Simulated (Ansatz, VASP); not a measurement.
# HfC in VASP and in Ansatz

```xyz
2
Lattice="0.0000 2.3250 2.3250 2.3250 0.0000 2.3250 2.3250 2.3250 0.0000" Properties=species:S:1:pos:R:3 pbc="T T T"
Hf    2.3250    2.3250    2.3250
C     0.0000    0.0000    0.0000
```

Alike in both runs: task relaxation of cell and atoms; functional PBE; dispersion D3(BJ); k mesh 10 × 10 × 10; occupations fermi-dirac, width 0.05 eV; no spin polarisation.

|  | VASP | Ansatz |
| --- | --- | --- |
| version | VASP 6.6.1 | Ansatz 0.2.0 |
| potentials or method | VASP PAW PBE potentials, release 64 (Hf_pv, C) | Ansatz PAW |
| plane-wave cutoff (eV) | 600 | 420 |
| valence electrons in the cell | 14 | 30 |

Ansatz gave:

| Item | Value |
| --- | --- |
| relaxed volume (Å³/atom) | 12.33 |
| relaxed cell length with the largest relative difference (Å) | 3.267 |
| energy change over the relaxation (meV/atom) | -3 |

**Question.** Which values does VASP return?

**Answer.** Relaxed volume (Å³/atom): 12.29; relaxed cell length with the largest relative difference (Å): 3.264; energy change over the relaxation (meV/atom): -5.

The two sets of potentials don't hold the same shells in valence.

Caveats: pairwise dispersion overbinds metals, which lowers pressure and volume (VASP); the plane-wave basis is chosen anew once the cell has moved, so the energies of steps on either side of that aren't comparable (Ansatz). Spin-orbit coupling is left out, which matters for the levels of Hf.
